Squeezing rock-salt lead sulfide is much harder than stretching it. Reducing the volume by 14 % from its pressure-free value takes 11.9 GPa, while enlarging it by 15 % takes a pull of only 5.9 GPa. The pressure falls at every step of the series because the force that pushes neighbouring ions apart fades with distance faster than the forces that hold them together. It falls more gently as the crystal expands because both sides of this contest grow weaker.

Rock-salt PbS at a series of fixed volumes, computed with Ansatz 0.2.0 using the HSE06 functional, PAW potentials, a 420 eV plane-wave cutoff and a 6×6×6 k mesh for the two-atom cell. The calculations are spin-unpolarised, without spin-orbit coupling, and positive pressure means compression.

```
volume (Å³/atom)  shortest distance (Å)  pressure (GPa)
          22.855                  2.838          11.900
          25.444                  2.941           2.700
          26.213                  2.971           0.800
          26.657                  2.987          -0.200
          27.874                  3.032          -2.500
          29.658                  3.095          -5.000
          30.428                  3.122          -5.800
          30.510                  3.125          -5.900
```

Three rows carry the story: the most compressed cell at 22.855 Å³ per atom, the nearly pressure-free one at 26.657 and the most stretched one at 30.510. A negative pressure means that the cell would shrink if it were released. Interpolation puts the balance at 26.57 Å³ per atom. The last two pressures barely differ because their volumes almost coincide.

The balance point is not a place where the forces are weak. When the crystal expands, its electrons have more room and their kinetic energy drops, which amounts to an outward push. Between 25.444 and 27.874 Å³ per atom this push averages about 93 GPa in the calculation, and all other parts of the energy together pull inward by nearly the same amount. These sizes belong to the smoothed valence electrons that the method treats and would change with another description of the cores. The lesson is that the pressure in the table is a small remainder of two large opposing terms.

On further expansion both terms shrink, but not equally. In the next span, up to 30.428 Å³ per atom, the push is 22 % weaker and the pull only 18 % weaker. That modest difference leaves a net inward pull of about 4 GPa. The picture of an ionic crystal suggests a reason: the overlap of filled electron shells, which the Pauli principle makes costly, adds to the push and dies away roughly exponentially, whereas the attraction between opposite charges reaches much further. The computed pull also contains other parts of the energy, so it fades faster than that attraction alone would.

The simplest model of this contest gives each Pb–S pair the energy $E=-A/d+B\,e^{-d/\rho}$, where $d$ is the shortest distance, $A$ the strength of the attraction, $B$ that of the repulsion and $\rho$ the length over which the repulsion fades. In rock salt a pair occupies the volume $2d^3$, so the pressure $P=-\mathrm{d}E/\mathrm{d}V$ becomes

$$P=\frac{C\,e^{(3\,\text{Å}-d)/\rho}}{d^{2}}-\frac{A}{6d^{4}}.$$

Here $C$ collects the constants of the repulsion. The attraction is set beforehand by charges of +2 and −2 on the rock-salt lattice, and only $C$ and $\rho$ are fitted, to all eight rows.

For the most compressed cell, $d=2.838$ Å, and the fit gives $C=291.4$ GPa Å² and $\rho=0.42$ Å. With the Madelung constant 1.748, $e^2/4\pi\varepsilon_0=14.40$ eV Å and 1 eV/Å³ = 160.2 GPa, the two terms are

$$\frac{291.4\,e^{0.162/0.42}}{2.838^2}\approx 53.2\ \text{GPa},\qquad \frac{1.748\times4\times14.40\times160.2}{6\times2.838^4}\approx 41.4\ \text{GPa}.$$

Their difference is 11.8 GPa, against 11.9 GPa in the table, for a row that took part in the fit. The two terms are steps of the arithmetic and not measurable forces: the model's repulsion is already a net effect of overlap, so it need not match the kinetic push above.

The model also shows why the crystal softens. Near the balance point, lengthening the contacts by 1 % costs the repulsion about 9 % of its strength and the attraction only 4 %. At the balance point the stiffness is set by this mismatch multiplied by the common strength of the two terms. Expansion weakens both of them, and it weakens the repulsion, which supplies the stiffness, more than the attraction, which works against it. The bulk modulus, which is the pressure needed per relative change of volume, therefore drops in the model from about 100 GPa in the most compressed cell to about 32 GPa in the most stretched one.

For practical use this means that one bulk modulus does not serve the whole range. The average around the balance point is 57 GPa. Used for the most compressed cell, it predicts $57\times\ln(26.57/22.855)\approx 8.6$ GPa, well short of the computed 11.9 GPa. For the most stretched cell the same rule overstates the tension.

The two-constant ionic model typically misses the pressures by 0.1 GPa, which is the last digit of the table, and it slightly exaggerates the tension at the stretched end. Charges of +1 and −1 do about ten times worse. This does not make PbS fully ionic, since exchange and covalent bonding also hold the real crystal together and the large charges can stand in for them. The output printed below compares the models.

The compressed end needs care. Real PbS leaves the rock-salt structure at a few GPa, so the cell at 11.9 GPa is held in a form that nature would abandon. Its band gap is only about 0.1 eV, and spin-orbit coupling, which the calculation omits, could close it or even reverse the order of the band edges. The stresses were converged loosely, but the changes in total energy confirm them: between 25.444 and 26.213 Å³ per atom they give 1.74 GPa, where the tabulated pressures average 1.75 GPa. For the wide first step, which includes the most compressed cell, the energies give 6.9 GPa and the two end pressures average 7.3 GPa. Most of that difference arises because the pressure curve bends between the two volumes, so that a plain average of its ends comes out too high.

The analysis program printed:

```
fit of push on 8 rows: coefficient of exp((3-d)/s)/d**2 291.4 +/- 0.37, s 0.42; rms 0.105, worst 30.428 -0.135, leave-one-out rms 0.224
fit of push1 on 8 rows: coefficient of exp((3-d)/s)/d**2 61.17 +/- 2.6, s 0.1469; rms 1.04, worst 30.51 1.53, leave-one-out rms 5.02
fit of pressure on 8 rows: constant 191.8 +/- 16, coefficient of log(vol) -58.13 +/- 4.9; rms 1.13, worst 22.855 -1.99, leave-one-out rms 2.02
Pressures and stiffness in GPa:
     row  computed  model_charge_2  model_bulk_modulus  from_energy_step  mean_of_step_ends
  22.855      11.9           11.78               100.1               n/a                n/a
  25.444       2.7           2.821               68.36             6.906                7.3
  26.213       0.8          0.8958               61.08              1.74               1.75
  26.657      -0.2        -0.09753               57.23            0.3067                0.3
  27.874      -2.5          -2.438               47.84            -1.376              -1.35
  29.658        -5          -5.048               36.64            -3.785              -3.75
  30.428      -5.8          -5.935               32.58              -5.4               -5.4
   30.51      -5.9          -6.022               32.18            -5.764              -5.85
Volume at zero pressure, interpolated (Å³/atom): 26.57
Pb-S distance at zero pressure (Å): 2.984
Mean bulk modulus, 22.855 to 25.444 Å³/atom (GPa): 85.73
Mean bulk modulus, 25.444 to 27.874 Å³/atom (GPa): 57.01
Mean bulk modulus, 27.874 to 30.510 Å³/atom (GPa): 37.63
Outward push of kinetic part, 25.444 to 27.874 (GPa): 92.81
Outward push of kinetic part, 27.874 to 30.428 (GPa): 72.08
Inward pull of all other parts, 25.444 to 27.874 (GPa): 92.89
Inward pull of all other parts, 27.874 to 30.428 (GPa): 76.35
Loss of push between the two spans (%): 22.34
Loss of pull between the two spans (%): 17.81
```
